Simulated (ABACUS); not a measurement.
Set up this calculation in ABACUS 3.10.1, as the native input.

```
Task                                          : single point
Functional                                    : B86bPBE
Potentials or basis                           : GBRV ultrasoft 1.5 PBE
Cutoff                                        : 544 eV
Density cutoff                                : 4354 eV
Basis                                         : plane waves
k mesh                                        : 6 × 6 × 6
Occupations                                   : fermi-dirac, width 0.05 eV
Spin                                          : no spin polarisation
Radial cutoff of the potentials (pseudo_rcut) : 10 bohr
SCF threshold on the density                  : 1e-08
Max SCF steps                                 : 100
Eigensolver                                   : dav
Mixing                                        : broyden
Mixing share                                  : 0.7
Symmetry key                                  : 1
Bands                                         : 20
```

Crystal: TePb.

```
Pb Te
1.0
     0.00000    3.23100    3.23100
     3.23100    0.00000    3.23100
     3.23100    3.23100    0.00000
Pb Te
1 1
Direct
  0.00000 0.00000 0.00000
  0.50000 0.50000 0.50000
```

These files were run (other wordings do the same):

INPUT

```
INPUT_PARAMETERS
suffix              TePb
calculation         scf
basis_type          pw
pseudo_dir          ./
symmetry            1
dft_functional      GGA_X_B86_MGC+GGA_C_PBE
ecutwfc             40
pseudo_rcut         10
nspin               1
nbands              20
ks_solver           dav
smearing_method     fd
smearing_sigma      0.00367493
scf_thr             1e-08
scf_nmax            100
mixing_type         broyden
mixing_beta         0.7
cal_force           1
cal_stress          1
ecutrho             320
out_chg             1
out_pot             2
out_elf             0
kpar                4
```

STRU

```
ATOMIC_SPECIES
Pb 207.2000 pb_pbe_v1.uspp.F.UPF
Te 127.6000 te_pbe_v1.uspp.F.UPF

LATTICE_CONSTANT
1.8897261246

LATTICE_VECTORS
0.0000000000 3.2310000000 3.2310000000
3.2310000000 0.0000000000 3.2310000000
3.2310000000 3.2310000000 0.0000000000

ATOMIC_POSITIONS
Direct

Pb
0.0
1
0.0000000000 0.0000000000 0.0000000000 1 1 1

Te
0.0
1
0.5000000000 0.5000000000 0.5000000000 1 1 1
```

KPT

```
K_POINTS
0
Gamma
6 6 6 0 0 0
```

Potentials or basis: GBRV ultrasoft 1.5 PBE, plane waves.

Launch:

```bash
$ OMP_NUM_THREADS=1 mpirun -np 4 abacus > log
```

Results of the run:

```
Pressure               : 2.4 GPa
Band gap on the k mesh : 0.72 eV, direct
```

Caveat: the potentials were made for another functional, which shifts forces and pressure; spin-orbit coupling is left out, which as a rule narrows the gap of such compounds by several tenths of an eV.

Wall time 14 s on 4 MPI ranks on Intel(R) Xeon(R) 6975P-C (Granite Rapids) (shared host), peak memory 0.92 GiB a rank.
